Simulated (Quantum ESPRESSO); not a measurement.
Crystal: CoO.

```
Co O
1.0
     1.60222    0.92504    2.56647
    -1.60222    0.92504    2.56647
     0.00000   -1.85008    2.56647
Co O
1 1
Direct
  0.99898 0.99898 0.99898
  0.75102 0.75102 0.75102
```

Measurements of this composition are mostly on another form, of space group No. 225.

- Program: Quantum ESPRESSO 7.5
- Task: single point
- Functional: PBE
- Potentials or basis: SSSP 1.3 efficiency PBE
- Cutoff: 748 eV
- Density cutoff: 5987 eV
- k mesh: 10 × 10 × 10
- Occupations: fermi-dirac, width 0.05 eV
- Spin: collinear spin, ferromagnetic start
- Starting moments: [2.0, 0.0] μB

On this cell: pressure 0.3 GPa; largest force 0.265 eV/Å; net moment 2.90 μB per cell; site moments Co +2.33; O +0.33 μB; band gap on the k mesh none (metal or under the smearing width).

The same run follows on a disturbed copy (atoms moved at random, drawn with an rms of 0.05 Å):

```
CELL_PARAMETERS angstrom
1.60222 0.92504 2.56647
-1.60222 0.92504 2.56647
0.00000 -1.85008 2.56647
ATOMIC_POSITIONS crystal
Co 0.01272 0.00224 0.98224
O 0.74686 0.76643 0.74039
```

**Question.** What changes?

**Answer.** The energy (extrapolated to zero smearing) moves by +2.5 meV/atom; pressure 0.4 GPa; largest force 0.312 eV/Å; net moment 2.89 μB per cell; site moments Co +2.32; O +0.33 μB; band gap on the k mesh none (metal or under the smearing width).

Forces in eV/Å, atoms in the order of the input:
```
Co  -0.182 -0.081  0.240
O    0.182  0.081 -0.240
```

Stress tensor (GPa, compression positive):
```
-0.64  1.98  1.60
 1.98 -2.17  0.63
 1.60  0.63  3.96
```

Caveats: a cell with one magnetic atom can't hold antiferromagnetic order, which such compounds often take; semilocal functionals often make such compounds metallic where correlation or magnetic order opens a gap, which also shifts bond lengths.
